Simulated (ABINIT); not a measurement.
# CoPdO2 (R-3m) in ABINIT: single point with PBE

Aim: the single point of CoPdO2 with PBE.

All numbers are computed with ABINIT 10.8.3 (patched build); they aren't measurements. Logs are shortened: lines on timing, memory, paths and dates and some standing lists are left out, and cuts for length are marked. The log counts tension as positive stress, the text compression.

## (1) The crystal as given

Symmetry: R-3m, No. 166, trigonal system. Conventional cell: a = 2.863 Å, b = 2.863 Å, c = 17.873 Å, α = 90.00°, β = 90.00°, γ = 120.00°. Around Pd (site symmetry -3m) lie 2 O at 2.01 Å. Co (site symmetry -3m) is surrounded by 6 O at 1.92 Å. O (site symmetry 3m) is surrounded by 3 Co at 1.92 Å and 1 Pd at 2.01 Å.

The cell is a database's computed one.

## (2) Single point, PBE, collinear spin, ferromagnetic start

The input, run.abi:

```
# Pseudopotentials
pp_dirpath "./"
pseudos "Pd.GGA_PBE-JTH.xml, Co.GGA_PBE-JTH.xml, O.GGA_PBE-JTH.xml"

# Structure
acell 3*1.0
rprim
     2.7055018204     1.5620222042    11.2585565923
    -2.7055018204     1.5620222042    11.2585565923
     0.0000000000    -3.1240444084    11.2585565923
ntypat 3
znucl 46 27 8
natom 4
typat 1 2 3 3
xred
     0.0000000000     0.0000000000     0.0000000000
     0.5000000000     0.5000000000     0.5000000000
     0.1124760000     0.1124760000     0.1124760000
     0.8875240000     0.8875240000     0.8875240000

# Plane-wave basis
ecut 707.496042 eV
pawecutdg 48.0
pawxcdev 0

# k points
kptopt 1
ngkpt 11 11 11
nshiftk 1
shiftk 0.0 0.0 0.0

# Exchange and correlation
ixc 11

# Bands and occupations
nband 29
occopt 3
tsmear 0.05 eV

# Spin
nsppol 2
spinat
     0.0000000000     0.0000000000     0.0000000000
     0.0000000000     0.0000000000     5.0000000000
     0.0000000000     0.0000000000     0.0000000000
     0.0000000000     0.0000000000     0.0000000000

# SCF cycle
nstep 100
tolvrs 1.0e-9

# Output
iomode 3
prtwf 0
prtden 0
prteig 0
prtebands 0
```

Potentials or basis: JTH PAW PBE v2.0.

The run is started by

```
mpirun --bind-to none -np 4 abinit run.abi > log 2>&1
```

run.abo:

```text
.Version 10.8.3 of ABINIT
 Symmetries : space group R-3 m (#166); Bravais hR (rhombohedral)
================================================================================
 Values of the parameters that define the memory need of the present run
     intxc =       0    ionmov =       0      iscf =      17    lmnmax =      18
     lnmax =       6     mgfft =      54  mpssoang =       3    mqgrid =    3001
     natom =       4  nloc_mem =       2    nspden =       2   nspinor =       1
    nsppol =       2      nsym =      12    n1xccc =       1    ntypat =       3
    occopt =       3   xclevel =       2
       mpw =        1826          nfft =      157464          nkpt =         146
Pmy_natom=         1
 PAW method is used; the additional fine FFT grid is defined by:
   mgfftf=        75    nfftf =    421875
================================================================================
================================================================================

--------------------------------------------------------------------------------
------------- Echo of variables that govern the present computation ------------
--------------------------------------------------------------------------------
 -outvars: echo values of preprocessed input variables --------
            acell      1.0000000000E+00  1.0000000000E+00  1.0000000000E+00 Bohr
              amu      1.06420000E+02  5.89332000E+01  1.59994000E+01
             ecut      2.60000000E+01 Hartree
                       outvar_i_n : Printing only first  50 k-points.
              ixc          11
                       outvar_i_n : Printing only first  50 k-points.
         kptrlatt       11    0    0      0   11    0      0    0   11
          kptrlen      5.95210400E+01
            natom           4
            nband          29
            ngfft          54      54      54
          ngfftdg          75      75      75
             nkpt         146
           nspden           2
           nsppol           2
            nstep         100
             nsym          12
           ntypat           3
                       prtocc : prtvol=0, do not print more k-points.
                       1.000000  1.000000  1.000000  1.000000  1.000000  1.000000
                       1.000000  1.000000  1.000000  1.000000  1.000000  1.000000
                       1.000000  1.000000  1.000000  1.000000  1.000000  1.000000
                       1.000000  1.000000  1.000000  1.000000  1.000000  1.000000
                       0.000000  0.000000  0.000000  0.000000  0.000000
                       1.000000  1.000000  1.000000  1.000000  1.000000  1.000000
                       1.000000  1.000000  1.000000  1.000000  1.000000  1.000000
                       1.000000  1.000000  1.000000  1.000000  1.000000  1.000000
                       1.000000  1.000000  1.000000  1.000000  1.000000  1.000000
                       0.000000  0.000000  0.000000  0.000000  0.000000
                       1.000000  1.000000  1.000000  1.000000  1.000000  1.000000
                       1.000000  1.000000  1.000000  1.000000  1.000000  1.000000
                       1.000000  1.000000  1.000000  1.000000  1.000000  1.000000
                       1.000000  1.000000  1.000000  1.000000  1.000000  1.000000
                       0.000000  0.000000  0.000000  0.000000  0.000000
                       1.000000  1.000000  1.000000  1.000000  1.000000  1.000000
                       1.000000  1.000000  1.000000  1.000000  1.000000  1.000000
[... 218 lines left out ...]
                       1.000000  1.000000  1.000000  1.000000  1.000000  1.000000
                       1.000000  1.000000  1.000000  1.000000  1.000000  1.000000
                       1.000000  1.000000  1.000000  1.000000  1.000000  1.000000
                       1.000000  1.000000  1.000000  1.000000  1.000000  1.000000
                       0.000000  0.000000  0.000000  0.000000  0.000000
                       1.000000  1.000000  1.000000  1.000000  1.000000  1.000000
                       1.000000  1.000000  1.000000  1.000000  1.000000  1.000000
                       1.000000  1.000000  1.000000  1.000000  1.000000  1.000000
                       1.000000  1.000000  1.000000  1.000000  1.000000  1.000000
                       0.000000  0.000000  0.000000  0.000000  0.000000
                       1.000000  1.000000  1.000000  1.000000  1.000000  1.000000
                       1.000000  1.000000  1.000000  1.000000  1.000000  1.000000
                       1.000000  1.000000  1.000000  1.000000  1.000000  1.000000
                       1.000000  1.000000  1.000000  1.000000  1.000000  1.000000
                       0.000000  0.000000  0.000000  0.000000  0.000000
                       prtocc : prtvol=0, do not print more k-points.
           occopt           3
        pawecutdg      4.80000000E+01 Hartree
         pawxcdev           0
           prtden           0
        prtebands           0
           prteig           0
            prtwf           0
            rprim      2.7055018204E+00  1.5620222042E+00  1.1258556592E+01
                      -2.7055018204E+00  1.5620222042E+00  1.1258556592E+01
                       0.0000000000E+00 -3.1240444084E+00  1.1258556592E+01
[... 196 lines left out ...]
 rms dE/dt=  9.7670E-03; max dE/dt=  1.3813E-02; dE/dt below (all hartree)
    1       0.000000000000      0.000000000000      0.000000000000
    2       0.000000000000      0.000000000000      0.000000000000
    3      -0.013812671993     -0.013812671993     -0.013812671993
    4       0.013812671993      0.013812671993      0.013812671993

 cartesian coordinates (angstrom) at end:
    1      0.00000000000000     0.00000000000000     0.00000000000000
    2      0.00000000000000     0.00000000000000     8.93665735839762
    3     -0.00000000000000     0.00000000000000     2.01031894608626
    4     -0.00000000000000     0.00000000000000    15.86299577070897

 cartesian forces (hartree/bohr) at end:
    1     -0.00000000000000    -0.00000000000000    -0.00000000000000
    2     -0.00000000000000    -0.00000000000000    -0.00000000000000
    3     -0.00000000000000     0.00000000000000     0.00122685993356
    4      0.00000000000000    -0.00000000000000    -0.00122685993356
 frms,max,avg= 5.0086347E-04 1.2268599E-03   0.000E+00  0.000E+00  0.000E+00 h/b

 cartesian forces (eV/Angstrom) at end:
    1     -0.00000000000000    -0.00000000000000    -0.00000000000000
    2     -0.00000000000000    -0.00000000000000    -0.00000000000000
    3     -0.00000000000000     0.00000000000000     0.06308767433013
    4      0.00000000000000    -0.00000000000000    -0.06308767433013
 frms,max,avg= 2.5755435E-02 6.3087674E-02   0.000E+00  0.000E+00  0.000E+00 e/A
 length scales=  1.000000000000  1.000000000000  1.000000000000 bohr
              =  0.529177210544  0.529177210544  0.529177210544 angstroms
 Fermi (or HOMO) energy (hartree) =   0.34040   Average Vxc (hartree)=  -0.43716
 Magnetization (Bohr magneton)=  7.73444384E-08
 Total spin up =  2.35000000E+01   Total spin down =  2.35000000E+01
 Eigenvalues (hartree) for nkpt= 146  k points, SPIN UP:
 kpt#   1, nband= 29, wtk=  0.00075, kpt=  0.0000  0.0000  0.0000 (reduced coord)
  -3.16304   -2.75769   -1.81387   -1.81387   -1.81161   -1.51317   -1.48666   -1.48666
  -0.42017   -0.35243    0.03674    0.12590    0.12590    0.16391    0.20447    0.24300
   0.24300    0.25494    0.25494    0.28381    0.28381    0.29297    0.29297    0.30945
   0.41983    0.41983    0.44916    0.57938    0.68136
      occupation numbers for kpt#   1
   1.00000    1.00000    1.00000    1.00000    1.00000    1.00000    1.00000    1.00000
   1.00000    1.00000    1.00000    1.00000    1.00000    1.00000    1.00000    1.00000
   1.00000    1.00000    1.00000    1.00000    1.00000    1.00000    1.00000    1.00000
   0.00000    0.00000    0.00000    0.00000    0.00000
 prteigrs : prtvol=0 or 1, do not print more k-points.

 Eigenvalues (hartree) for nkpt= 146  k points, SPIN DOWN:
 kpt#   1, nband= 29, wtk=  0.00075, kpt=  0.0000  0.0000  0.0000 (reduced coord)
  -3.16304   -2.75769   -1.81387   -1.81387   -1.81161   -1.51317   -1.48666   -1.48666
  -0.42017   -0.35243    0.03674    0.12590    0.12590    0.16391    0.20447    0.24300
   0.24300    0.25494    0.25494    0.28381    0.28381    0.29297    0.29297    0.30945
   0.41983    0.41983    0.44916    0.57938    0.68136
      occupation numbers for kpt#   1
   1.00000    1.00000    1.00000    1.00000    1.00000    1.00000    1.00000    1.00000
   1.00000    1.00000    1.00000    1.00000    1.00000    1.00000    1.00000    1.00000
   1.00000    1.00000    1.00000    1.00000    1.00000    1.00000    1.00000    1.00000
   0.00000    0.00000    0.00000    0.00000    0.00000
 prteigrs : prtvol=0 or 1, do not print more k-points.

--- !EnergyTerms
iteration_state     : {dtset: 1, }
comment             : Components of total free energy in Hartree
kinetic             :  4.02553578573789E+01
hartree             :  7.03029173086435E+01
xc                  : -1.32908605218283E+01
Ewald energy        : -2.07987601388260E+02
psp_core            :  1.14983830093997E+01
local_psp           : -2.26198640869825E+02
PAW spherical_terms :  1.79216268729911E+01
internal            : -3.07498817731501E+02
'-kT*entropy'       : -8.97095506893927E-05
total_energy        : -3.07498907441051E+02
total_energy_eV     : -8.36747154059561E+03
...

--- !EnergyTermsDC
iteration_state     : {dtset: 1, }
comment             : '"Double-counting" decomposition of free energy'
band_energy         : -2.73350268599251E+01
Ewald energy        : -2.07987601388260E+02
psp_core            :  1.14983830093997E+01
xc_dc               : -6.69433616847763E+01
PAW spherical_terms : -1.67312032567668E+01
internal            : -3.07498810180329E+02
'-kT*entropy'       : -8.97095506893927E-05
total_energy_dc     : -3.07498899889880E+02
total_energy_dc_eV  : -8.36747133511776E+03
...

--- !EnergyTermsWithPAWCore
iteration_state     : {dtset: 1, }
comment             : 'Components of total free energy, including PAW core contributions'
Total energy        : -6.58997197036264E+03
Total energy DC     : -6.58997196281146E+03
Total energy (eV)   : -1.79322272635726E+05
Total energy DC (eV): -1.79322272430248E+05
...

 Cartesian components of stress tensor (hartree/bohr^3)
  sigma(1 1)=  4.86779942E-05  sigma(3 2)=  0.00000000E+00
  sigma(2 2)=  4.86779994E-05  sigma(3 1)=  0.00000000E+00
  sigma(3 3)=  9.82143051E-05  sigma(2 1)=  0.00000000E+00

-Cartesian components of stress tensor (GPa)         [Pressure= -1.9180E+00 GPa]
- sigma(1 1)=  1.43215603E+00  sigma(3 2)=  0.00000000E+00
- sigma(2 2)=  1.43215619E+00  sigma(3 1)=  0.00000000E+00
- sigma(3 3)=  2.88956462E+00  sigma(2 1)=  0.00000000E+00

== END DATASET(S) ==============================================================
================================================================================

 -outvars: echo values of variables after computation  --------
            acell      1.0000000000E+00  1.0000000000E+00  1.0000000000E+00 Bohr
           etotal     -3.0749889989E+02
            fcart     -0.0000000000E+00 -0.0000000000E+00 -0.0000000000E+00
                      -0.0000000000E+00 -0.0000000000E+00 -0.0000000000E+00
                      -1.2488640868E-19  2.6412763825E-19  1.2268599336E-03
                       1.2488640868E-19 -2.6412763825E-19 -1.2268599336E-03
            rprim      2.7055018204E+00  1.5620222042E+00  1.1258556592E+01
                      -2.7055018204E+00  1.5620222042E+00  1.1258556592E+01
                       0.0000000000E+00 -3.1240444084E+00  1.1258556592E+01
           strten      4.8677994170E-05  4.8677999383E-05  9.8214305096E-05
                       0.0000000000E+00  0.0000000000E+00  0.0000000000E+00
           xangst      0.0000000000E+00  0.0000000000E+00  0.0000000000E+00
                       4.1448565175E-17  5.1462804742E-17  8.9366573584E+00
                      -3.3224499484E-17  1.1993156709E-17  2.0103189461E+00
                      -7.4769897732E-17  1.0949228860E-17  1.5862995771E+01
             xred      0.0000000000E+00  0.0000000000E+00  0.0000000000E+00
                       5.0000000000E-01  5.0000000000E-01  5.0000000000E-01
                       1.1247600000E-01  1.1247600000E-01  1.1247600000E-01
                       8.8752400000E-01  8.8752400000E-01  8.8752400000E-01
 Calculation completed.
```

Run time: 18 min. Hardware: 4 MPI ranks of Arm Neoverse V2, shared host; peak memory 1.9 GiB.

What came out:

```yaml
Free_energy: -8367.4713 eV
Pressure: -1.9 GPa
Largest_force: 0.063 eV/Å
Band_gap_on_the_k_mesh: none (metal or under the smearing width)
Net_moment: 0.00 μB per cell
```

Forces on the atoms (eV/Å):
```
Pd   0.000  0.000  0.000
Co   0.000  0.000  0.000
O    0.000  0.000  0.063
O    0.000  0.000 -0.063
```

Stress tensor (GPa, compression positive):
```
-1.43  0.00  0.00
 0.00 -1.43  0.00
 0.00  0.00 -2.89
```

Caveat: the starting moments collapsed, and a magnetic state may lie lower; semilocal functionals often make such compounds metallic where correlation or magnetic order opens a gap, which also shifts bond lengths; the atomic spheres overlap.

## (3) For comparison

An earlier run on the cell as given: functional PBE; potentials or basis JTH PAW PBE v2.0; cutoff 707 eV; k mesh 11 × 11 × 11; occupations fermi-dirac, width 0.05 eV; collinear spin, ferromagnetic start; starting moments [0.0, 2.0, 0.0, 0.0] μB.

- Pressure: -1.9 GPa
- Largest force: 0.063 eV/Å
- Band gap on the k mesh: none (metal or under the smearing width)
- Net moment: 0.00 μB per cell
